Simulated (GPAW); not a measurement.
ZnO (zincite):

```
Zn O
1.0
     3.24931    0.00000    0.00000
    -1.62465    2.81398    0.00000
     0.00000    0.00000    5.20571
Zn O
2 2
Direct
  0.66667 0.33333 0.00000
  0.33333 0.66667 0.50000
  0.33333 0.66667 0.87901
  0.66667 0.33333 0.37901
```

Program: GPAW 26.7.0. Alike in all runs: task band structure; no spin polarisation; cell as given; k mesh 6 × 6 × 3; cutoff (eV) 800; smearing fermi-dirac 0.05 eV.

Problem. Order these runs on this cell by their pressure, lowest first.
A. level revPBE; potentials or basis the program's PAW data sets (release 1.2.1) made for this functional, pw; band points 80
B. level LDA; potentials or basis the program's PAW data sets (release 1.2.1) made for this functional, pw; band points 60
C. level PBE; potentials or basis PAW data sets generated in the run's folder for this functional, pw; band points 60
D. level r2SCAN; potentials or basis GPAW PAW data sets (gpaw-data 1.2.1), pw; band points 80
E. level BLYP; potentials or basis PAW data sets generated in the run's folder for this functional, pw; band points 80; eigensolver davidson

Solution. B (-8.3 GPa), D (-1.7 GPa), C (5.1 GPa), E (7.3 GPa), A (9.1 GPa).

Caveats: the PAW data sets were made with another functional, which shifts forces and pressure a little (some runs).
